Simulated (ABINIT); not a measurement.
A run of ABINIT 10.8.3 (patched build) is set up as follows.

run.py

```python
import json, os
import numpy as np
from ase.units import GPa
from ase.calculators.abinit import Abinit, AbinitProfile
from ase import Atoms

atoms = Atoms(['Cu', 'Cu', 'O', 'O'],
              cell=[[2.34464976, -1.71339982, 0.0], [2.34464976, 1.71339982, 0.0], [-0.86054991, 0.0, 5.05943948]],
              scaled_positions=[[0.0032, 0.4968, 0.0], [0.4968, 0.0032, 0.5], [0.5714, 0.4056, 0.2537], [0.4056, 0.5714, 0.7537]],
              pbc=True)

profile = AbinitProfile(command='mpirun --bind-to none -np 4 abinit', pp_paths=[os.path.abspath('pseudos')])
params = dict(
    pps='pawxml', xc='PBE',
    chksymtnons=0,
    tolsym=1e-06,
    ecut=707.496,
    pawecutdg=1306.1465,
    pawxcdev=0,
    kptopt=1,
    ngkpt=[10, 10, 5],
    nshiftk=1,
    shiftk=[0.0, 0.0, 0.0],
    ixc=11,
    nband=30,
    occopt=3,
    tsmear=0.05,
    nstep=100,
    tolvrs=1e-09,
    prtwf=0,
    prtden=0,
)

atoms.calc = Abinit(profile=profile, directory='run', **params)
energy = atoms.get_potential_energy()
forces = atoms.get_forces()
stress = atoms.get_stress()
print(f'energy {energy:.6f} eV')
print('forces (eV/A)')
print(np.round(forces, 5))
print('stress (GPa, Voigt, tension positive)', np.round(stress / GPa, 4))
json.dump(dict(energy=energy, forces=forces.tolist(), stress=stress.tolist(), cell=atoms.cell.tolist(), frac=atoms.get_scaled_positions(wrap=False).tolist()), open('results.json', 'w'))
```

Potentials or basis: JTH PAW PBE v2.0.

Run with:

```bash
$ python run.py
```

Q: Predict the band gap on the k mesh.

A: None (metal or under the smearing width).

Q: Estimate the pressure.

A: 5.5 GPa.

Stress tensor (GPa, compression positive):
```
 5.32  0.00 -1.78
 0.00  6.38  0.00
-1.78  0.00  4.80
```

Caveat: the run has no spin polarisation, though such a crystal can be magnetic; semilocal functionals often make such compounds metallic where correlation or magnetic order opens a gap, which also shifts bond lengths. With open d or f shells a metallic result of PBE can be an artefact of self-interaction; +U or a hybrid may open a gap.
